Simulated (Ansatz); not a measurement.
FeO (Wuestite):

```
Fe O
1.0
     0.00000    2.15540    2.15540
     2.15540    0.00000    2.15540
     2.15540    2.15540    0.00000
Fe O
1 1
Direct
  0.00000 0.00000 0.00000
  0.50000 0.50000 0.50000
```

- Program: Ansatz 0.2.0
- Task: relaxation of cell and atoms
- Functional: PBE
- Dispersion: D3(BJ)
- Potentials or basis: Ansatz PAW
- Cutoff: 420 eV (not typed: the program's choice for these potentials)
- k mesh: 11 × 11 × 11
- Occupations: fermi-dirac, width 0.05 eV
- Spin: collinear spin, ferromagnetic start
- Starting moments: [3.0, 0.0] μB

At the start: volume 10.01 Å³/atom.

Task: How do energy, volume and symmetry change on relaxing?

Result: It ends after 6 steps and the volume is 9.83 Å³/atom (-1.9 %); space group Fm-3m (No. 225, to 0.05 Å); moment 4.00 μB per cell.

The path:
```
step  energy change (eV)  largest force (eV/Å)  volume (Å³)
   1              0.0000                0.0000        20.03
   2             -0.0044                0.0000        19.79
   3             -0.0055                0.0000        19.66
   4             -0.0043                0.0000        19.66
   5             -0.0043                0.0000        19.65
   6             -0.0043                0.0000        19.65
```

Final structure:
```
CELL_PARAMETERS angstrom
0.00000 2.14187 2.14187
2.14187 0.00000 2.14187
2.14187 2.14187 0.00000
ATOMIC_POSITIONS crystal
Fe 0.00000 0.00000 0.00000
O 0.50000 0.50000 0.50000
```

Caveat: the plane-wave basis is chosen anew once the cell has moved, so the energies of steps on either side of that aren't comparable; the pressure holds a Pulay correction of +0.6 GPa for the finite cutoff; a cell with one magnetic atom can't hold antiferromagnetic order, which such compounds often take.
